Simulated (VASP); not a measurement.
The system is V.

```
V
1.0
     2.78354    0.00000    0.00000
    -1.39177    2.41062    0.00000
     0.00000    0.00000    8.31801
V
4
Direct
  0.33333 0.66667 0.38104
  0.66667 0.33333 0.88104
  0.66667 0.33333 0.61896
  0.33333 0.66667 0.11896
```

The cell was built by a generator and needn't be a form met in nature.

- Program: VASP 6.6.1
- Task: relaxation of cell and atoms
- Functional: PBE
- Potentials or basis: VASP PAW PBE potentials, release 64 (V_sv)
- Cutoff: 600 eV
- k mesh: 9 × 9 × 2
- Occupations: gaussian, width 0.1 eV
- Spin: no spin polarisation

At the start: pressure 0.4 GPa; volume 13.95 Å³/atom.

How do energy, volume and symmetry change on relaxing?

Over 6 steps the energy falls by 8.3 meV/atom and the volume is 14.02 Å³/atom (+0.5 %); space group P6_3/mmc (No. 194, to 0.05 Å).

Step by step:
| step | energy change (eV) | largest force (eV/Å) | pressure (GPa) | volume (Å³) |
| --- | --- | --- | --- | --- |
| 1 | 0.0000 | 0.2628 | 0.35 | 55.81 |
| 2 | -0.0300 | 0.0030 | -0.10 | 56.06 |
| 3 | -0.0320 | 0.0951 | -0.13 | 56.11 |
| 4 | -0.0320 | 0.1085 | -0.13 | 56.12 |
| 5 | -0.0330 | 0.0013 | 0.06 | 56.05 |
| 6 | -0.0333 | 0.0364 | 0.01 | 56.07 |

Final structure:
```
V
1.0
     2.81826    0.00000    0.00000
    -1.40913    2.44069    0.00000
     0.00000    0.00000    8.15191
V
4
Direct
  0.33333 0.66667 0.38266
  0.66667 0.33333 0.88266
  0.66667 0.33333 0.61734
  0.33333 0.66667 0.11734
```

Caveat: the k mesh is coarse (spacing up to 0.38 Å⁻¹), so the values aren't converged.
